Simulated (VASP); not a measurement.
Set up this calculation in VASP 6.6.1, as the native input.

* Task: relaxation of cell and atoms
* Functional: PBE
* Potentials or basis: VASP PAW PBE potentials, release 64 (Fe)
* Cutoff: 700 eV
* k mesh: 20 × 20 × 20
* Occupations: methfessel-paxton, width 0.1 eV
* Spin: collinear spin, ferromagnetic start
* Starting moments: [2.5] μB
* Further INCAR settings: ALGO = Normal; EDIFF = 1e-06; IBRION = 2; EDIFFG = -0.005; NSW = 40; ISIF = 3

The structure of Fe lies in POSCAR:

```
Fe
1.0
   -1.3950000000      1.3950000000      1.3950000000
    1.3950000000     -1.3950000000      1.3950000000
    1.3950000000      1.3950000000     -1.3950000000
Fe
1
Direct
    0.0000000000      0.0000000000      0.0000000000
```

The cell was built by a generator and needn't be a form met in nature.

The input as run:

INCAR

```
SYSTEM = Fe
  PREC = Accurate
  ENCUT = 700
  EDIFF = 1E-6
  ISMEAR = 1
  SIGMA = 0.1
  LREAL = .False.
  LASPH = .True.
  NELM = 120
  ALGO = Normal
  ISIF = 3
  LWAVE = .False.
  LCHARG = .False.
  ISPIN = 2
  MAGMOM = 2.5
  LORBIT = 11
  LMAXMIX = 4
  GGA = PE
  IBRION = 2
  NSW = 40
  EDIFFG = -0.005
```

KPOINTS

```
Automatic mesh
0
Gamma
  20 20 20
  0 0 0
```

Potentials or basis: VASP PAW PBE potentials, release 64 (Fe).

Run with:

```console
$ cat potpaw_PBE.64/Fe/POTCAR > POTCAR
$ mpirun -np 1 vasp_std > vasp.out
```

Results of the run:

```yaml
Relaxed_volume: 11.36 Å³/atom
Relaxed_cell: a = 2.453 Å, b = 2.453 Å, c = 2.453 Å, α = 109.47°, β = 109.47°, γ = 109.47°
Space_group_after_relaxing_to_0.05_Å: Im-3m (No. 229)
Energy_gained_by_relaxing: 12.3 meV/atom
Ionic_steps: 7
Pressure_after_relaxing: 0.0 GPa
Band_gap_on_the_k_mesh: none (metal or under the smearing width)
Net_moment: 2.21 μB per cell
Site_moments: Fe +2.20 μB
Valence_electrons_inside_the_program's_atomic_spheres: Fe 7.27
```

Run time: 2.1 min on 1 thread of Intel(R) Xeon(R) Platinum 8488C (Sapphire Rapids), on a shared host, peak memory 0.21 GiB.
